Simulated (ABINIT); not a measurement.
A run of ABINIT 10.8.3 (patched build) is set up as follows.

File run.abi:

```
# Datasets: ground state, then fixed potential
ndtset 2

# Pseudopotentials
pp_dirpath "./"
pseudos "Pb.LDA_PW-JTH.xml, S.LDA_PW-JTH.xml"

# Structure
acell 3*1.0 Angstrom
rprim
     0.0000000000     2.9657500000     2.9657500000
     2.9657500000     0.0000000000     2.9657500000
     2.9657500000     2.9657500000     0.0000000000
ntypat 2
znucl 82 16
natom 2
typat 1 2
xred
     0.0000000000     0.0000000000     0.0000000000
     0.5000000000     0.5000000000     0.5000000000

# Plane-wave basis
ecut 26.0
pawecutdg 48.0

# Exchange and correlation
ixc -208012
usekden 1
pawxcdev 0

# Bands and occupations
occopt 3
tsmear 0.00183747

# SCF cycle
nstep 100
diemix 0.3
optforces 0
optstress 0

# Output
iomode 3
prtwf 0
prteig 0
prtebands 0
enunit 1
prtden1 1
prtkden1 1

# Dataset 1
kptopt1 1
ngkpt1 8 8 8
nshiftk1 1
shiftk1 0.0 0.0 0.0
nband1 14
tolvrs1 1.0e-7

# Dataset 2: bands along G-X-W-K-G-L-U-W-L-K
iscf2 -2
getden2 1
getkden2 1
nband2 20
nbdbuf2 4
tolwfr2 1.0e-11
kptopt2 -9
ndivsm2 8
prteig2 1
prtvol2 -3
kptbounds2
     0.0000000000     0.0000000000     0.0000000000
     0.5000000000     0.0000000000     0.5000000000
     0.5000000000     0.2500000000     0.7500000000
     0.3750000000     0.3750000000     0.7500000000
     0.0000000000     0.0000000000     0.0000000000
     0.5000000000     0.5000000000     0.5000000000
     0.6250000000     0.2500000000     0.6250000000
     0.5000000000     0.2500000000     0.7500000000
     0.5000000000     0.5000000000     0.5000000000
     0.3750000000     0.3750000000     0.7500000000
```

Potentials or basis: JTH PAW LDA v2.0.

Run with:

```bash
$ abinit run.abi > log 2>&1
```

Question: Predict the band gap on the k mesh.

Answer: 1.00 eV, direct.

Question: What does it give for the band gap along the path?

Answer: 1.00 eV, direct.

Levels at the corners of the path, in eV from the valence-band top:
```csv
point,band 7,band 8,band 9,band 10,band 11,band 12,band 13,band 14
Γ,-5.66,-2.38,-2.38,-2.38,5.67,5.67,5.67,6.90
X,-6.82,-5.12,-3.54,-3.54,4.38,6.08,6.12,6.12
W,-7.61,-4.41,-4.41,-1.19,2.61,5.10,5.10,8.55
K,-7.65,-4.73,-3.06,-2.46,3.75,4.40,5.50,6.68
Γ,-5.66,-2.38,-2.38,-2.38,5.67,5.67,5.67,6.90
L,-8.55,-2.03,-2.03,0.00,1.00,2.28,2.28,9.59
U,-7.65,-4.73,-3.06,-2.46,3.75,4.40,5.50,6.68
W,-7.61,-4.41,-4.41,-1.19,2.61,5.10,5.10,8.55
L,-8.55,-2.03,-2.03,0.00,1.00,2.28,2.28,9.59
K,-7.65,-4.73,-3.06,-2.46,3.75,4.40,5.50,6.68
```

Caveat: the constant c of TB-mBJ comes from the pseudo density here, which moves gaps by up to 0.3 eV between sets of potentials; spin-orbit coupling is left out, which as a rule narrows the gap of such compounds by several tenths of an eV.
